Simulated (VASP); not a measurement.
The system is Ru.

```
Ru
1.0
    -1.50369    1.50369    1.50369
     1.50369   -1.50369    1.50369
     1.50369    1.50369   -1.50369
Ru
1
Direct
  0.00000 0.00000 0.00000
```

This isn't the form of Ru at room conditions, which is hcp.

- Program: VASP 6.6.1
- Task: relaxation of cell and atoms
- Functional: RPBE
- Potentials or basis: VASP PAW PBE potentials, release 64 (Ru_pv)
- Cutoff: 600 eV
- k mesh: 20 × 20 × 20
- Occupations: gaussian, width 0.1 eV
- Spin: no spin polarisation

At the start: pressure 18.6 GPa; volume 13.60 Å³/atom.

Where does the relaxation end?

Over 16 steps the energy falls by 46.2 meV/atom and the volume is 14.45 Å³/atom (+6.2 %); space group Im-3m (No. 229, to 0.05 Å).

The path:
```
step  energy change (eV)  largest force (eV/Å)  pressure (GPa)  volume (Å³)
   1              0.0000                0.0000           18.58        13.60
   2              0.2135                0.0000          -28.28        16.95
   3             -0.0460                0.0000           -1.00        14.50
   4             -0.0462                0.0000           -0.09        14.45
   5             -0.0462                0.0000            0.23        14.43
   6             -0.0462                0.0000            0.22        14.43
   7             -0.0462                0.0000            0.19        14.44
   8             -0.0462                0.0000            0.19        14.44
   9             -0.0462                0.0000            0.19        14.44
  10             -0.0462                0.0000            0.19        14.44
  11             -0.0462                0.0000            0.20        14.44
  12             -0.0462                0.0000            0.20        14.44
  13             -0.0462                0.0000            0.17        14.44
  14             -0.0462                0.0000            0.15        14.44
  15             -0.0462                0.0000            0.11        14.44
  16             -0.0462                0.0000            0.02        14.45
```

Final structure:
```
CELL_PARAMETERS angstrom
-1.53422 1.53422 1.53422
1.53422 -1.53422 1.53422
1.53422 1.53422 -1.53422
ATOMIC_POSITIONS crystal
Ru 0.00000 0.00000 0.00000
```

Caveat: the PAW data sets were made with another functional, which shifts forces and pressure a little.
